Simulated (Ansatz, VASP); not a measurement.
# BAs in two plane-wave programs

One calculation is typed for both programs; each brings its own data sets and cutoff. How far apart do they land?

Calculated with Ansatz 0.2.0; plane waves, with VASP 6.6.1 beside it; G0W0 gap at PBE.

### 1. Starting point

The structure is cubic, space group F-43m (No. 216). Conventional cell: a = 4.777 Å, b = 4.777 Å, c = 4.777 Å, α = 90.00°, β = 90.00°, γ = 90.00°. As has 4 B at 2.07 Å nearest. Nearest to B lie 4 As at 2.07 Å. Farther neighbours are not listed.

Coordinates:

```cif
data_structure
_symmetry_space_group_name_H-M 'F-43m'
_symmetry_Int_Tables_number 216
_cell_length_a 4.7770
_cell_length_b 4.7770
_cell_length_c 4.7770
_cell_angle_alpha 90.000
_cell_angle_beta 90.000
_cell_angle_gamma 90.000
_cell_volume 109.01
loop_
_atom_site_label
_atom_site_type_symbol
_atom_site_symmetry_multiplicity
_atom_site_Wyckoff_symbol
_atom_site_fract_x
_atom_site_fract_y
_atom_site_fract_z
_atom_site_occupancy
As1 As 4 c 0.25000 0.25000 0.25000 1
B1 B 4 a 0.00000 0.00000 0.00000 1
```

### 2. Ansatz: G0W0 gap, PBE

Ansatz runs on its default PAW (the set named soft_2) files.

Quasiparticle shifts depend on high empty states and on the cores, so they are the hardest test of two PAW sets.

input.yaml

```yaml
crystal:
  lattice:
    - [0.0, 2.3885, 2.3885]
    - [2.3885, 0.0, 2.3885]
    - [2.3885, 2.3885, 0.0]
  atoms:
    - { symbol: As, position: [0.75, 0.75, 0.75] }
    - { symbol: B, position: [0.0, 0.0, 0.0] }
hamiltonian:
  xc: pbe
  pseudopotentials: { kind: paw }
kpoints:
  mp_grid: { grid: [5, 5, 5] }
scf:
  occupations: { method: fixed }
gw:
  n_empty_bands: 84
  ecut_chi: 120.0
  qp_bands: [v2, c2]
  qp_kpoints: band_edges
  screening: { model: contour_deformation }
```

Command:

```console
ansatz run input.yaml --threads 4 --pin off --max-ram 9216MiB --backend cpu --events-out ev --progress --plain --runs-dir out
```

Numbers of over 12 decimals in the logs are rounded to 6 here.

Output:

```text
Engine: ansatz 0.2.0, aarch64-unknown-linux-gnu
Pseudopotentials: kind: paw
Pseudopotential: As, paw, valence charge 15, recommended cutoff 420 eV (normal), As.paw.azcp
Pseudopotential: B, paw, valence charge 3, recommended cutoff 420 eV (normal), B.paw.azcp
Functional definition: PBE
  parameter kappa = 0.804
  parameter beta = 0.066725
  exchange = pbe_x(kappa = kappa, mu = beta*pi^2/3)
  correlation = pbe_c(beta = beta)
Crystal: 2 atoms, lattice volume = 27.252 Å³
Basis set: ecut = 420 eV, 531 PW (Γ)
Bands: 13, of which v1, the nominal top of the filled ones, is band 9 counted from 1 (8 counted from 0)
Symmetry: 24 space group operations
Space group: F-43m (ITA 216), of the structure as read, at distance tolerance 3.0e-5 Å
k-points: 10 of 125 (time reversal used)
Non-local potential: As, projectors of the file, l = 0: 2, l = 1: 2, l = 2: 3, l = 3: 1
Non-local potential: B, projectors of the file, l = 0: 2, l = 1: 2, l = 2: 1
PAW form: soft (Blöchl's): semilocal exchange-correlation on the pseudo side does not see the compensation charge
PAW one-centre angular grid: As, 590 points (default); XC on 64 Gauss nodes
PAW one-centre angular grid: B, 110 points (default); XC on 64 Gauss nodes
Initial density: superposition of atomic densities (neutral atoms: chi_scale 0, normalization atom), corrected by the library's trained network
Initial wavefunctions: pseudopotential atomic-orbital guess
Functional: x = pbe(κ = 0.804, μ = 0.219515), c = pbe(β = 0.066725)
SCF iter   1: F=—  HF=-5012.044450 eV  |F-HF|=—  |Δ(HF+E_count)|=         —  Δρ=1.21e-3  dr2=3.80e-4  ethr=1.77e-3  ⟨swp⟩=4.3  Hψ=638  notcnv=0  defer=13
preconditioner: auto → none  [insulator: Δε(μ)=1.185 eV  Ē_g=12.416 eV  n_scr=8 (ndim 8)  ℏωp=20.1 eV  f_vac=0.001  ε∞_Penn≈3.6]
SCF iter   2: F=—  HF=-5012.044387 eV  |F-HF|=—  |Δ(HF+E_count)|=   6.22e-5  Δρ=5.78e-4  dr2=7.01e-5  ethr=2.11e-6  ⟨swp⟩=2.1  Hψ=253  notcnv=0  defer=17
SCF iter   3: F=—  HF=-5012.044437 eV  |F-HF|=—  |Δ(HF+E_count)|=   4.99e-5  Δρ=2.49e-4  dr2=2.23e-5  ethr=3.89e-7  ⟨swp⟩=2.0  Hψ=243  notcnv=0  defer=17
SCF iter   4: F=—  HF=-5012.044430 eV  |F-HF|=—  |Δ(HF+E_count)|=   7.35e-6  Δρ=6.03e-5  dr2=7.03e-7  ethr=1.24e-7  ⟨swp⟩=2.5  Hψ=207  notcnv=0  defer=14
iter 5 did not close the SCF: its close was put off for the readings that it lacked (scf_convergence_deferred on its scf_iter line)
SCF iter   5: F=-5012.044431 eV  HF=-5012.044431 eV  |F-HF|=5.14e-8  |Δ(HF+E_count)|=   7.59e-7  Δρ=1.47e-5  dr2=3.22e-8  ethr=3.91e-9  ⟨swp⟩=2.0  Hψ=220  notcnv=0  defer=15
SCF iter   6: F=-5012.044431 eV  HF=-5012.044431 eV  |F-HF|=8.64e-9  |Δ(HF+E_count)|=   6.92e-8  Δρ=4.36e-6  dr2=7.15e-9  ethr=1.79e-10  ⟨swp⟩=3.3  Hψ=514  notcnv=0
SCF 1 converged in 6 iterations: F = -5012.044431 eV  dr2 = 7.15e-9
  greatest PAW one-centre occupation: 0.999 electrons in one spin orbital (limit 2), on the As atom at site 0 (counted from 0), in its partial waves of l = 2
NSCF: frozen V_eff on 10 k-points
G₀W₀ screening: q 1/10
G₀W₀ screening: q 2/10 (q-point 5)
G₀W₀ screening: q 3/10 (q-point 6)
G₀W₀ screening: q 4/10 (q-point 10)
G₀W₀ screening: q 5/10 (q-point 7)
G₀W₀ screening: q 6/10 (q-point 9)
G₀W₀ screening: q 7/10 (q-point 2)
G₀W₀ screening: q 8/10 (q-point 3)
G₀W₀ screening: q 9/10 (q-point 4)
G₀W₀ screening: q 10/10 (q-point 8)
G₀W₀ self-energy: k 1/5
G₀W₀ self-energy: k 2/5
G₀W₀ self-energy: k 3/5
G₀W₀ self-energy: k 4/5
G₀W₀ self-energy: k 5/5
NSCF: frozen V_eff on 1 k-points
NSCF: frozen V_eff on 1 k-points
[...]
SCF converged after 6 iterations
Free energy (F): -5012.044431 eV
Harris-Foulkes:  -5012.044431 eV  (|F-HF|=8.64e-9)
Internal energy: -5012.044431 eV  (E = F + TS)
E sigma→0 (E₀):  -5012.044431 eV
Fermi energy:    11.141067 eV
--- Per-component energies (eV) ---
  E_band       = -209.953222
  E_kinetic    = 152.361933
  E_local      = -1694.314465  (includes V_loc(G=0)·N_el)
  E_nonlocal   = -657.867250
  E_hartree    = 940.341142
  E_xc         = -111.442270
  E_vxc        = -117.680166  (∫ρ·V_xc dr)
  E_paw        = -1915.348531  (= ΣΔE_a)
  E_vpaw       = 226.861548  (= ΣTr[D̂ρ^β])
  E_aug_tail   = 0.000007  (compensation charges beyond the density's cutoff)
  E_ewald      = -1725.774997
  E_smearing   = -0.000000  (= −TS)
  E_closure    = 0.000000  (closes the sum)
  Σ components = -5012.044431   (vs F -5012.044431, Δ=0.00e0)
--- Band table (eV; the first three rows and the last of 10) ---
  k-point 0: bands = [... 5 lower, -4.2669, 11.1411, 11.1411, 11.1411, 14.4156, 14.4156, 14.4156, 15.8158]
  k-point 1: bands = [... 5 lower, -3.6181, 7.3805, 10.2647, 10.2647, 14.3465, 15.5327, 15.5327, 18.3246]
  k-point 2: bands = [... 5 lower, -1.9315, 3.2176, 9.4305, 9.4305, 13.8911, 15.9663, 15.9663, 20.0183]
  k-point 9: bands = [... 5 lower, -0.5565, 3.5164, 5.6764, 6.9822, 15.5655, 16.4574, 17.2622, 20.8261]
--- G₀W₀: contour deformation, 7 samples at zero and on the imaginary axis and 1 off it, 125 q-points, 84 empty bands' worth ---
  eigenvalues of the whole cell's RPA ε∞ on this k-mesh (on a slab, of 1 + 4πα/V) = 11.8282, 11.8282, 11.8282; static W/v taken at q = 0 is 0.084544
  bands read: the sum over 93 bands ends inside a degenerate multiplet in 1 slot, whose members it reads at an even weight; the widest, k=1: bands 93 to 94 (counted from 1) at 1/2 each
  gw.qp_kpoints: band_edges: 5 of 10 stored k-points solved, in 1 pass; an edge of the gap read off the rows below is read off those points alone
    valence top: of the k-points left out ik 6 came nearest to being solved in a further pass, in band 9 (counted from 1, as in the quasiparticle table): it holds the edge there only if its correction is more favourable than any solved in that band by at least 1.293 eV; those differ by 0.194 eV
    conduction bottom: of the k-points left out ik 8 came nearest to being solved in a further pass, in band 10 (counted from 1, as in the quasiparticle table): it holds the edge there only if its correction is more favourable than any solved in that band by at least 0.651 eV; those differ by 0.258 eV
    ik  band        ε_KS         Σx   Σc(E_QP)       V_xc       Z   E_QP_lin       E_QP  E_QP is
     0     8     11.1411   -16.5605     1.0509   -15.0535  0.7939    10.6837    10.6849  root
     0     9     11.1411   -16.5605     1.0509   -15.0535  0.7939    10.6837    10.6849  root
     0    10     14.4156    -9.0875    -4.3889   -13.8065  0.7933    14.7462    14.7457  root
     0    11     14.4156    -9.0875    -4.3889   -13.8065  0.7933    14.7462    14.7457  root
     1     8     10.2647   -16.4986     1.2932   -14.7128  0.7907     9.7704     9.7722  root
     1     9     10.2647   -16.4986     1.2932   -14.7128  0.7907     9.7704     9.7722  root
     1    10     14.3465    -9.5939    -4.6295   -14.5850  0.7891    14.7093    14.7081  root
     1    11     15.5327    -8.9015    -4.7490   -14.0122  0.7848    15.8958    15.8944  root
     2     8      9.4305   -16.7827     1.6738   -14.5590  0.7856     8.8780     8.8806  root
     2     9      9.4305   -16.7827     1.6738   -14.5590  0.7856     8.8780     8.8806  root
     2    10     13.8911    -9.9197    -4.5719   -14.8250  0.7911    14.2254    14.2245  root
     2    11     15.9663    -8.0185    -4.9162   -13.2601  0.7850    16.2929    16.2917  root
     3     8      9.0096   -16.4460     1.7084   -14.1775  0.7839     8.4466     8.4495  root
     3     9      9.0096   -16.4460     1.7084   -14.1775  0.7839     8.4466     8.4495  root
     3    10     13.1335    -8.4737    -4.1441   -12.8351  0.8000    13.3512    13.3508  root
     3    11     16.4628    -7.8158    -5.3404   -13.4646  0.7738    16.7722    16.7711  root
     7     8      7.2883   -16.8502     2.4443   -13.7553  0.7676     6.6322     6.6377  root
     7     9      7.2883   -16.8502     2.4443   -13.7553  0.7676     6.6322     6.6377  root
     7    10     12.3195    -8.0777    -4.0364   -12.2179  0.8052    12.4233    12.4232  root
     7    11     13.3976    -7.3290    -4.3832   -11.8222  0.8042    13.5078    13.5077  root
```

The job ended after 5 s (4 threads of Arm Neoverse V2, shared host; peak memory 0.34 GiB).

[end of part 1 of 2]

[Lines on the potential files, build, host, timing and source positions are cut from VASP's logs without a mark.]

[Logs are printed without paths, hosts, clocks, repeated set-up lines and the standing remarks that a program may print on its own settings, such as how far it seeks lower states.]

[Hosts, paths, dates, database ids (printed as entryN), source tags and the programs' standing remarks are cut or masked in the printed files.]
